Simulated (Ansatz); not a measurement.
Input of an Ansatz 0.2.0 run:

input.yaml

```yaml
crystal:
  lattice:
    - [0.0, 3.05006681, 3.05006681]
    - [3.05006681, 0.0, 3.05006681]
    - [3.05006681, 3.05006681, 0.0]
  atoms:
    - { symbol: Ti, position: [0.5, 0.5, 0.5] }
    - { symbol: Te, position: [0.0, 0.0, 0.0] }
hamiltonian:
  xc: r2scan
  pseudopotentials: { kind: paw }
  hubbard: { sites: [{ species: Ti, l: d, u_eff: 6.0 }] }
kpoints:
  mp_grid: { grid: [8, 8, 8] }
  band_path:
    path:
      - [[0.0, 0.0, 0.0], [0.5, 0.0, 0.5], [0.5, 0.25, 0.75], [0.375, 0.375, 0.75], [0.0, 0.0, 0.0], [0.5, 0.5, 0.5], [0.625, 0.25, 0.625], [0.5, 0.25, 0.75], [0.5, 0.5, 0.5], [0.375, 0.375, 0.75]]
      - [[0.625, 0.25, 0.625], [0.5, 0.0, 0.5]]
    npoints: 14
scf:
  occupations: { method: fermi_dirac, width: 0.05 }
  n_extra_bands: 6
output:
  forces: true
  stress: true
  eigenvalues: true
  fatbands: false
```

Potentials or basis: Ansatz PAW.

Run with:

```bash
$ ansatz run input.yaml --threads 2 --pin off --max-ram 5632MiB --backend cpu --events-out ev --progress --plain --runs-dir out
```

Problem. Predict the band gap on the k mesh.

Solution. None (metal or under the smearing width).

Problem. What does it give for the pressure?

Solution. -6.3 GPa.

Eigenvalues of the final occupation matrices:
| site | spin | trace | eigenvalues |
| --- | --- | --- | --- |
| site 1 | 1 | 1.29 | 0.11 0.11 0.36 0.36 0.36 |

Caveat: spin-orbit coupling is left out, which moves the levels of the heavy elements; U without spin polarisation on a metal has little footing; the PAW data sets come from PBE, with cores solved anew for the run's functional, which leaves a small shift of forces and pressure; the U is typed as a test and isn't derived for this compound.
